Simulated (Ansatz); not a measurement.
SiC (space group P6_3mc) relaxed with several functionals in Ansatz (plane waves to 420 eV, scalar-relativistic PAW, no spin-orbit coupling, symmetry kept). The database cell has 10.34 Å³/atom; its temperature or method isn't stated, so the comparison with it is no error of the functional. No moments.

| functional | conventional cell | V (Å³/atom) | against the database cell (%) | gap on mesh (eV) | largest moment (μB) |
| --- | --- | --- | --- | --- | --- |
| PBE | a = 3.092 Å, b = 3.092 Å, c = 5.074 Å, α = 90.00°, β = 90.00°, γ = 120.00° | 10.50 | 1.5 | 2.31 | 0.00 |
| LDA | a = 3.056 Å, b = 3.056 Å, c = 5.016 Å, α = 90.00°, β = 90.00°, γ = 120.00° | 10.14 | -1.9 | 2.13 | 0.00 |
| PBE+D3(BJ) | a = 3.070 Å, b = 3.070 Å, c = 5.038 Å, α = 90.00°, β = 90.00°, γ = 120.00° | 10.28 | -0.6 | 2.27 | 0.00 |